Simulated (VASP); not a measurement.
# Ir (Fm-3m) in VASP: notebook

One crystal, Ir, is run at these levels: PBE; tasks: single point.

Program: VASP 6.6.1. These are calculated values, not measurements. Logs are shortened: lines on timing, memory, paths and dates and some standing lists are left out, and cuts for length are marked.

## (1) Starting point

Symmetry: Fm-3m, No. 225, cubic system. Conventional cell: a = 3.839 Å, b = 3.839 Å, c = 3.839 Å, α = 90.00°, β = 90.00°, γ = 90.00°. Ir (site symmetry m-3m) is surrounded by 12 Ir at 2.71 Å.

## (2) Single point, PBE, non-collinear spin, zero start, spin-orbit coupling

INCAR reads:

```
  PREC = Accurate
  ENCUT = 520
  EDIFF = 1E-6
  ISMEAR = -1
  SIGMA = 0.1
  LREAL = F
  LASPH = T
  NELM = 100
  ALGO = Normal
  ISIF = 2
  LWAVE = F
  LCHARG = T
  MAGMOM = 0 0 0
  LORBIT = 11
  LSORBIT = T
  GGA_COMPAT = F
  LMAXMIX = 4
  GGA = PE
  LVHAR = T
```

KPOINTS reads:

```
Automatic mesh
0
Gamma
  20 20 20
```

POSCAR reads:

```
Ir
1.0
    0.0000000000      1.9195000000      1.9195000000
    1.9195000000      0.0000000000      1.9195000000
    1.9195000000      1.9195000000      0.0000000000
Ir
1
Direct
    0.0000000000      0.0000000000      0.0000000000
```

Potentials or basis: VASP PAW PBE potentials, release 64 (Ir).

Run with:

```bash
$ cat potpaw_PBE.64/Ir/POTCAR > POTCAR
$ mpirun -np 1 vasp_ncl > vasp.out
```

OUTCAR:

```text
PREC = Accurate
   ENCUT = 520
   EDIFF = 1E-6
   ISMEAR = -1
   LREAL = F
   LASPH = T
   NELM = 100
   ISIF = 2
   LORBIT = 11
   LSORBIT = T
   GGA = PE

 ion  position               nearest neighbor table
   1  0.000  0.000  0.000-

  LATTYP: Found a face centered cubic cell.
 ALAT       =     3.8390000000

  Lattice vectors:

 A1 = (   0.0000000000,   1.9195000000,   1.9195000000)
 A2 = (   1.9195000000,   0.0000000000,   1.9195000000)
 A3 = (   1.9195000000,   1.9195000000,   0.0000000000)

Analysis of symmetry for initial positions (statically):
=====================================================================
 Subroutine PRICEL returns:
 Original cell was already a primitive cell.

 Routine SETGRP: Setting up the symmetry group for a
 face centered cubic supercell.

 Subroutine GETGRP returns: Found 48 space group operations
 (whereof 48 operations were pure point group operations)
 out of a pool of 48 trial point group operations.

The static configuration has the point symmetry O_h .

Analysis of symmetry for dynamics (positions and initial velocities):
=====================================================================
 Subroutine PRICEL returns:
 Original cell was already a primitive cell.

 Routine SETGRP: Setting up the symmetry group for a
 face centered cubic supercell.

 Subroutine GETGRP returns: Found 48 space group operations
 (whereof 48 operations were pure point group operations)
 out of a pool of 48 trial point group operations.

The dynamic configuration has the point symmetry O_h .

Analysis of structural, dynamic, and magnetic symmetry:
=====================================================================
 Subroutine PRICEL returns:
 Original cell was already a primitive cell.

 Routine SETGRP: Setting up the symmetry group for a
 face centered cubic supercell.

 Subroutine GETGRP returns: Found 48 space group operations
 (whereof 48 operations were pure point group operations)
 out of a pool of 48 trial point group operations.

The overall configuration has the point symmetry O_h .

 Subroutine INISYM returns: Found 48 space group operations
 (whereof 48 operations are pure point group operations),
 and found     1 'primitive' translations

----------------------------------------------------------------------------------------

                                     Primitive cell

  volume of cell :      14.1447

  direct lattice vectors                    reciprocal lattice vectors
     0.000000000  1.919500000  1.919500000    -0.260484501  0.260484501  0.260484501
     1.919500000  0.000000000  1.919500000     0.260484501 -0.260484501  0.260484501
     1.919500000  1.919500000  0.000000000     0.260484501  0.260484501 -0.260484501

  length of vectors
     2.714582933  2.714582933  2.714582933     0.451172391  0.451172391  0.451172391

  position of ions in fractional coordinates (direct lattice)
     0.000000000  0.000000000  0.000000000

  ion indices of the primitive-cell ions
   primitive index   ion index
                 1           1

----------------------------------------------------------------------------------------

 KPOINTS: Automatic mesh

Automatic generation of k-mesh.
 Grid dimensions read from file:
 generate k-points for:   20   20   20

 Generating k-lattice:

  Cartesian coordinates                     Fractional coordinates (reciprocal lattice)
    -0.013024225  0.013024225  0.013024225     0.050000000  0.000000000  0.000000000
     0.013024225 -0.013024225  0.013024225     0.000000000  0.050000000  0.000000000
     0.013024225  0.013024225 -0.013024225     0.000000000  0.000000000  0.050000000

  Length of vectors
     0.022558620  0.022558620  0.022558620

  Shift w.r.t. Gamma in fractional coordinates (k-lattice)
     0.000000000  0.000000000  0.000000000

 Subroutine IBZKPT returns following result:
 ===========================================

 Found    256 irreducible k-points:

 Following reciprocal coordinates:
            Coordinates               Weight
  0.000000  0.000000  0.000000      1.000000
  0.050000  0.000000  0.000000      8.000000
  0.100000  0.000000  0.000000      8.000000
  0.150000  0.000000  0.000000      8.000000
  0.200000  0.000000  0.000000      8.000000
  0.250000  0.000000  0.000000      8.000000
[... 16 lines left out ...]
 -0.400000  0.050000  0.000000     24.000000
 -0.350000  0.050000  0.000000     24.000000
 [... further k-points ...]
   k-points           NKPTS =    256   k-points in BZ     NKDIM =    256   number of bands    NBANDS=     16
   number of dos      NEDOS =    301   number of ions     NIONS =      1
   total plane-waves  NPLWV =   8000
   dimension x,y,z NGX =    20 NGY =   20 NGZ =   20
   dimension x,y,z NGXF=    40 NGYF=   40 NGZF=   40
   ions per type =               1
   NGX,Y,Z   is equivalent  to a cutoff of  12.25, 12.25, 12.25 a.u.
   NGXF,Y,Z  is equivalent  to a cutoff of  24.50, 24.50, 24.50 a.u.
 SYSTEM =  unknown system
   PREC   = accura    normal or accurate (medium, high low for compatibility)
   ISTART =      0    job   : 0-new  1-cont  2-samecut
   ICHARG =      2    charge: 1-file 2-atom 10-const
   ISPIN  =      1    spin polarized calculation?
   LNONCOLLINEAR =      T non collinear calculations
   LSORBIT =      T    spin-orbit coupling
   LASPH  =      T    aspherical Exc in radial PAW
   ENCUT  =  520.0 eV  38.22 Ry    6.18 a.u.   5.05  5.05  5.05*2*pi/ulx,y,z
   NELM   =    100;   NELMIN=  2; NELMDL= -5     # of ELM steps
   EDIFF  = 0.1E-05   stopping-criterion for ELM
   LREAL  =      F    real-space projection
   EDIFFG = 0.1E-04   stopping-criterion for IOM
   NSW    =      0    number of steps for IOM
   IBRION =     -1    ionic relax: 0-MD 1-quasi-New 2-CG
   NFREE  =      0    steps in history (QN), initial steepest desc. (CG)
   ISIF   =      2    stress and relaxation
   ISYM   =      2    0-nonsym 1-usesym 2-fastsym
   POTIM  = 0.5000    time-step for ionic-motion
   TEBEG  =    0.0;   TEEND  =   0.0 temperature during run
   PSTRESS=    0.0 pullay stress
   NELECT =       9.0000    total number of electrons
   NUPDOWN=      -1.0000    fix difference up-down
   EMIN   =  10.00;   EMAX   =-10.00  energy-range for DOS
   EFERMI =   0.00;   METHOD = LEGACY
   ISMEAR =    -1;   SIGMA  =   0.10  broadening in eV -4-tet -1-fermi 0-gaus
   EFERMI_NEDOS =   21; number of points for ismear=-14 and -15
   IALGO  =     38    algorithm
   IMIX   =      4    mixing-type and parameters
     AMIX     =   0.40;   BMIX     =  1.00
     AMIX_MAG =   1.60;   BMIX_MAG =  1.00
  volume/ion in A,a.u.               =      14.14        95.45
  Fermi-wavevector in a.u.,A,eV,Ry     =   1.408070  2.660866 26.975739  1.982661
  Thomas-Fermi vector in A             =   2.530265
   LORBIT       =     11    0 simple, 1 ext, 2 COOP (PROOUT), +10 PAW based schemes
   GGA     = PE    functional components
   LHFCALC =     F    Hartree Fock is set to
   AEXX    =    0.0000 exact exchange contribution
   IVDW    =     0    specifies the selected vdW correction
   LEPSILON=     F    determine dielectric tensor
   LRPA    =     F    only Hartree local field effects (RPA)
  energy-cutoff  :      520.00
  volume of cell :       14.14
 maximum number of plane-waves:       784
   NGX =  9   NGY =  9   NGZ =  9

 number of electron       9.0000000 magnetization       0.0000000      0.0000000      0.0000000

 number of electron       9.0000000 magnetization       0.0000000      0.0000000     -0.0000000

 number of electron       9.0000000 magnetization      -0.0000000     -0.0000000      0.0000000

 Free energy of the ion-electron system (eV)
  ---------------------------------------------------
  ext. energy  EPLUGINS =         0.00000000
  ---------------------------------------------------
  free energy    TOTEN  =        -9.24166911 eV

  energy without entropy =       -9.21384731  energy(sigma->0) =       -9.22775821

 E-fermi :  10.4253     XC(G=0): -13.9887

 val. band max:       10.4058524491   @ k =  -0.4500   0.4000   0.0000
 cond. band min:      10.4363506223   @ k =   0.3000   0.1500   0.0000
 fundamental gap:      0.0304981732
 Fermi energy:        10.4253108511

 k-point     1 :       0.0000    0.0000    0.0000
  band No.  band energies     occupation
      1      -0.7082      1.00000
      2      -0.7082      1.00000
      3       6.1688      1.00000
      4       6.1688      1.00000
      5       6.1688      1.00000
      6       6.1688      1.00000
[... 8 lines left out ...]
     15      29.8848      0.00000
     16      29.8851      0.00000

 k-point     2 :       0.0500    0.0000    0.0000
  band No.  band energies     occupation
      1      -0.5971      1.00000
      2      -0.5971      1.00000
      3       6.1518      1.00000
      4       6.1518      1.00000
      5       6.2034      1.00000
      6       6.2034      1.00000
[... 8 lines left out ...]
     15      29.5657      0.00000
     16      29.5657      0.00000

 k-point     3 :       0.1000    0.0000    0.0000
  band No.  band energies     occupation
      1      -0.2729      1.00000
      2      -0.2729      1.00000
      3       6.0769      1.00000
      4       6.0769      1.00000
      5       6.2927      1.00000
      6       6.2927      1.00000
[... 8 lines left out ...]
     15      28.3690      0.00000
     16      28.3690      0.00000

 k-point     4 :       0.1500    0.0000    0.0000
  band No.  band energies     occupation
      1       0.2338      1.00000
      2       0.2338      1.00000
      3       5.9431      1.00000
      4       5.9431      1.00000
      5       6.3939      1.00000
      6       6.3939      1.00000
[... 8 lines left out ...]
     15      27.0139      0.00000
     16      27.0139      0.00000
[... 324 lines left out ...]
 k-point    22 :      -0.4500    0.0500    0.0000
  band No.  band energies     occupation
      1       2.3857      1.00000
      2       2.3857      1.00000
      3       5.9644      1.00000
      4       5.9644      1.00000
      5       6.8322      1.00000
      6       6.8322      1.00000
[... 8 lines left out ...]
     15      24.5117      0.00000
     16      24.5117      0.00000

 k-point    23 :      -0.4000    0.0500    0.0000
  band No.  band energies     occupation
      1       2.3910      1.00000
      2       2.3910      1.00000
      3       6.0336      1.00000
      4       6.0336      1.00000
      5       6.9160      1.00000
      6       6.9160      1.00000
[... 8 lines left out ...]
     15      24.8361      0.00000
     16      24.8361      0.00000

 k-point    24 :      -0.3500    0.0500    0.0000
  band No.  band energies     occupation
      1       2.3521      1.00000
      2       2.3521      1.00000
      3       6.1464      1.00000
      4       6.1464      1.00000
      5       7.0524      1.00000
      6       7.0524      1.00000
[... 8 lines left out ...]
     15      25.4470      0.00000
     16      25.4470      0.00000

 [... further k-points ...]
[... 5 lines left out ...]
  --------------------------------------------------------------------------------------
  -------------------------------------------------------------------------------------
  Total        0.9662256      0.9662256      0.9662256     -0.0000000      0.0000000      0.0000000
  in kB      109.4447134    109.4447134    109.4447134     -0.0000000      0.0000000      0.0000000
  external PRESSURE =     109.4447134 kB  Pullay stress =       0.0000000 kB

 VOLUME and BASIS-vectors are now :
 -----------------------------------------------------------------------------
  energy-cutoff  :      520.00
  volume of cell :       14.14
      direct lattice vectors                 reciprocal lattice vectors
     0.000000000  1.919500000  1.919500000    -0.260484501  0.260484501  0.260484501
     1.919500000  0.000000000  1.919500000     0.260484501 -0.260484501  0.260484501
     1.919500000  1.919500000  0.000000000     0.260484501  0.260484501 -0.260484501

 POSITION                                       TOTAL-FORCE (eV/Angst)
 -----------------------------------------------------------------------------------
      0.00000      0.00000      0.00000        -0.000000      0.000000      0.000000
 -----------------------------------------------------------------------------------
    total drift:                                0.000000      0.000000      0.000000

  FREE ENERGIE OF THE ION-ELECTRON SYSTEM (eV)
  ---------------------------------------------------
  free  energy   TOTEN  =        -9.2416691084 eV

  energy  without entropy=       -9.2138473052  energy(sigma->0) =       -9.22775821

 Spin-Orbit-Coupling matrix elements

 Ion:    1  E_soc:     -0.7748630
 l=   1
     0.0000000    -0.0389082    -0.0389082
    -0.0389082     0.0000000    -0.0389082
    -0.0389082    -0.0389082     0.0000000
 l=   2
     0.0000000    -0.0156101     0.0000000    -0.0156101    -0.0746255
    -0.0156101     0.0000000    -0.0559692    -0.0156101    -0.0186564
     0.0000000    -0.0559692     0.0000000    -0.0559692     0.0000000
    -0.0156101    -0.0156101    -0.0559692     0.0000000    -0.0186564
    -0.0746255    -0.0186564     0.0000000    -0.0186564     0.0000000
 l=   3
     0.0000000     0.0000000     0.0000000     0.0000000     0.0000000     0.0000000     0.0000000
     0.0000000     0.0000000     0.0000000     0.0000000     0.0000000     0.0000000     0.0000000
     0.0000000     0.0000000     0.0000000     0.0000000     0.0000000     0.0000000     0.0000000
     0.0000000     0.0000000     0.0000000     0.0000000     0.0000000     0.0000000     0.0000000
     0.0000000     0.0000000     0.0000000     0.0000000     0.0000000     0.0000000     0.0000000
     0.0000000     0.0000000     0.0000000     0.0000000     0.0000000     0.0000000     0.0000000
     0.0000000     0.0000000     0.0000000     0.0000000     0.0000000     0.0000000     0.0000000

 total charge

# of ion       s       p       d       tot
------------------------------------------
    1        0.675   0.756   6.974   8.404

 magnetization (x)

# of ion       s       p       d       tot
------------------------------------------
    1        0.000  -0.000  -0.000  -0.000

 magnetization (y)

# of ion       s       p       d       tot
------------------------------------------
    1       -0.000  -0.000   0.000  -0.000

 magnetization (z)

# of ion       s       p       d       tot
------------------------------------------
    1       -0.000  -0.000  -0.000  -0.000
```

It took 72 s on 1 thread of Intel Xeon Platinum 8488C (Sapphire Rapids), shared host; peak memory 0.23 GiB.

Results:

```yaml
Free_energy: -9.2417 eV
Pressure: 10.9 GPa
Net_moment: 0.00 μB per cell
Valence_electrons_inside_the_program's_atomic_spheres: Ir 8.40
```

Moments on the atoms (μB; x, y, z):
```
Ir  0.00 0.00 0.00
```

## (3) Single point, PBE

Edit INCAR of step 2 so:

```diff
@@ -12,8 +12,4 @@
   LCHARG = T
-  MAGMOM = 0 0 0
-  LORBIT = 11
-  LSORBIT = T
-  GGA_COMPAT = F
-  LMAXMIX = 4
   GGA = PE
+  LELF = T
   LVHAR = T
```

KPOINTS is that of step 2.

POSCAR is that of step 2.

Potentials or basis: VASP PAW PBE potentials, release 64 (Ir).

Run with:

```bash
$ cat potpaw_PBE.64/Ir/POTCAR > POTCAR
$ mpirun -np 1 vasp_std > vasp.out
```

Run time: 15 s. Hardware: 1 thread of Intel Xeon Platinum 8488C (Sapphire Rapids), shared host; peak memory 0.15 GiB.

It converged, with:

```
Free energy            : -8.8553 eV
Pressure               : 9.9 GPa
Band gap on the k mesh : none (metal or under the smearing width)
```

Levels at points of the mesh, in eV from the Fermi level:
```csv
k point,band 1,band 2,band 3,band 4,band 5,band 6,band 7,band 8
"(0.00, 0.00, 0.00)",-11.08,-3.85,-3.85,-3.85,-1.16,-1.16,14.36,19.95
"(0.50, 0.00, 0.00)",-8.06,-3.95,-3.95,-0.72,0.93,0.93,7.31,13.91
"(0.50, 0.50, 0.00)",-7.88,-7.30,0.90,1.51,1.51,1.74,10.55,11.75
```

Spin-orbit coupling is left out, which matters for the levels of Ir.
